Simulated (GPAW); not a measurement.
This GPAW 26.7.0 run on HfO2 needs a look.

The input run.py:

```python
import json
import numpy as np
from ase.dft.bandgap import bandgap
from ase.io import read, write
from ase.units import GPa
from gpaw import GPAW, PW

atoms = read('POSCAR')

calc = GPAW(mode=PW(800),
            xc='PBE',
            kpts={'size': (3, 3, 3), 'gamma': True},
            occupations={'name': 'mp', 'width': 0.05},
            nbands=82,
            convergence={'density': 1e-05, 'energy': 1e-05},
            maxiter=60,
            txt='gpaw.txt')
atoms.calc = calc
energy = atoms.get_potential_energy()
forces = atoms.get_forces()
stress = atoms.get_stress()
calc.write('gs.gpw')
write('result.traj', atoms)
print(f'Energy: {energy:.6f} eV')
print('Forces (eV/A):')
print(forces.round(4))
print('Stress (GPa):', (stress / GPa).round(3))
print('Fermi level:', round(calc.get_fermi_level(), 4), 'eV')
print(f'Gap: {bandgap(calc)[0]:.4f} eV, direct: {bandgap(calc, direct=True)[0]:.4f} eV')

size = (6, 6, 6)
dense = calc.fixed_density(kpts={'size': size, 'gamma': True}, update_fermi_level=True,
                           convergence={'bands': 'CBM+2.0', 'eigenstates': 1e-7}, txt='dense.txt')
ef = dense.get_fermi_level()
index = np.round(dense.get_bz_k_points() * size).astype(int) % size
recip = 2 * np.pi * atoms.cell.reciprocal()
sheets = []
for s, e_kn in enumerate(dense.eigenvalues()):
    for n in range(e_kn.shape[1] - 2):
        if e_kn[:, n].min() < ef < e_kn[:, n].max():
            e = np.empty(size)
            e[tuple(index.T)] = e_kn[dense.get_bz_to_ibz_map(), n] - ef
            de = np.array([(np.roll(e, -1, c) - np.roll(e, 1, c)) * size[c] / 2 for c in range(3)])
            v = np.linalg.norm(np.einsum('vc,cxyz->vxyz', np.linalg.inv(recip), de), axis=0)
            w = np.exp(-(e / 0.1)**2) / (0.1 * np.pi**0.5)
            sheets.append({'spin': s, 'band': n, 'filled': (e < 0).mean(), 'dos': w.mean(), 'bottom': e.min(), 'top': e.max(),
                           'velocity': (w * v).sum() / w.sum() * 1.519267e5, 'slice': e[:, :, 0].round(3).tolist()})
            print(f'spin {s} band {n}: filled share {sheets[-1]["filled"]:.3f}, from {e.min():.3f} to {e.max():.3f} eV,',
                  f'{w.mean():.3f} states/eV, mean velocity {sheets[-1]["velocity"]:.3e} m/s')
print('Fermi level on the dense mesh:', round(ef, 4), 'eV,', len(sheets), 'sheets')
json.dump({'ef': ef, 'sheets': sheets}, open('fermi.json', 'w'))
```

The input POSCAR:

```
HfO2
1.0
    5.2194633600      0.0000000000      0.0000000000
    0.0000000000      5.0047636900      0.0000000000
    0.0000000000      0.0000000000      5.0326850500
Hf O
4 8
Direct
    0.9669940000      0.7325208200      0.7414403500
    0.5330060000      0.7325208200      0.2414403500
    0.4669940000      0.2674791800      0.7414403500
    0.0330060000      0.2674791800      0.2414403500
    0.6321274500      0.9286454000      0.8792672600
    0.8678725500      0.9286454000      0.3792672600
    0.2339485200      0.5398830500      0.4922923900
    0.2660514800      0.5398830500      0.9922923900
    0.7660514800      0.4601169500      0.9922923900
    0.7339485200      0.4601169500      0.4922923900
    0.1321274500      0.0713546000      0.8792672600
    0.3678725500      0.0713546000      0.3792672600
```

Potentials or basis: GPAW PAW data sets (gpaw-data 1.2.1), pw.

Command:

```console
$ OMP_NUM_THREADS=1 python run.py
```

gpaw.txt:

```text
__  _  _
 | _ |_)|_||  |
 |__||  | ||/\| - 26.7.0

Input parameters:
  mode=PW(ecut=800.0),
  convergence={'density': 1e-05, 'energy': 1e-05},
  kpts=MonkhorstPack(size=(3, 3, 3), gamma=True),
  maxiter=60,
  nbands=82,
  occupations=Occupations(name='mp', width=0.05),
  xc=XC(name='PBE')
```

On the terminal:

```text
Traceback (most recent call last):
  File "run.py", line 19, in <module>
  File "ase/atoms.py", line 1971, in get_potential_energy
  File "new/ase_interface.py", line 292, in get_potential_energy
  File "new/ase_interface.py", line 215, in calculate_property
  File "new/ase_interface.py", line 153, in iconverge
  File "new/ase_interface.py", line 258, in create_new_calculation
  File "new/calculation.py", line 158, in from_parameters
  File "new/calculation.py", line 135, in __init__
  File "dft.py", line 994, in create_dft_calculation_components
  File "new/builder.py", line 350, in create_scf_loop
  File "new/builder.py", line 299, in create_occupation_number_calculator
  File "new/smearing.py", line 43, in __init__
  File "occupations.py", line 842, in create_occ_calc
ValueError: Unknown occupation number object name: mp
```

**Question.** Diagnose the run.

**Answer.** The program refused the input. The input holds a flaw that was put in on purpose: smearing name that the code doesn't know (occupations = name mp, width 0.05).
